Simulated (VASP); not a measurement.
Set up this calculation in VASP 6.6.1, as the native input.

```
Task                   : relaxation of cell and atoms
Functional             : rev-vdW-DF2
Potentials or basis    : VASP PAW PBE potentials, release 64 (Ti_sv, C)
Cutoff                 : 600 eV
k mesh                 : 10 × 10 × 10
Occupations            : fermi-dirac, width 0.05 eV
Spin                   : no spin polarisation
Further INCAR settings : ALGO = Normal; EDIFF = 1e-07; IBRION = 2; EDIFFG = -0.01; NSW = 40; ISIF = 3
```

The structure of TiC lies in POSCAR:

```
TiC
1.0
    3.0420900000      0.0000000000      0.0000000000
   -1.5210400000      2.6345200000      0.0000000000
    0.0000000000      0.0000000000      2.6979700000
Ti C
1 1
Direct
    0.0000000000      0.0000000000      0.5000000000
    0.3333300000      0.6666700000      0.0000000000
```

The cell was built by a generator and needn't be a form met in nature.

These files were run (other wordings do the same):

INCAR

```
SYSTEM = TiC
  PREC = Accurate
  ENCUT = 600
  EDIFF = 1E-7
  ISMEAR = -1
  SIGMA = 0.05
  LREAL = .FALSE.
  LASPH = .TRUE.
  NELM = 100
  ALGO = Normal
  ISIF = 3
  LWAVE = .FALSE.
  LCHARG = .FALSE.
  GGA = MK
  LUSE_VDW = .TRUE.
  AGGAC = 0.0
  PARAM1 = 0.1234
  PARAM2 = 0.711357
  ZAB_VDW = -1.8867
  IBRION = 2
  NSW = 40
  EDIFFG = -0.01
```

KPOINTS

```
regular mesh
0
G
  10 10 10
  0 0 0
```

Potentials or basis: VASP PAW PBE potentials, release 64 (Ti_sv, C).

Run with:

```sh
$ cat potpaw_PBE.64/Ti_sv/POTCAR potpaw_PBE.64/C/POTCAR > POTCAR
$ mpirun -np 1 vasp_std > vasp.out
```

Results of the run:

The relaxed volume is 10.69 Å³/atom, the relaxed cell is a = 3.028 Å, b = 3.027 Å, c = 2.693 Å, α = 90.00°, β = 90.00°, γ = 120.00° and the space group after relaxing (to 0.05 Å) is P-6m2 (No. 187). The energy gained by relaxing is 0.9 meV/atom and the ionic steps are 6. The pressure after relaxing is 0.0 GPa. The band gap on the k mesh is none (metal or under the smearing width).

Caveat: the PAW data sets were made with another functional, which shifts forces and pressure a little.

Wall time 3.3 min on 1 thread of Intel(R) Xeon(R) Platinum 8375C CPU @ 2.90GHz (Ice Lake) (shared host), peak memory 0.32 GiB.
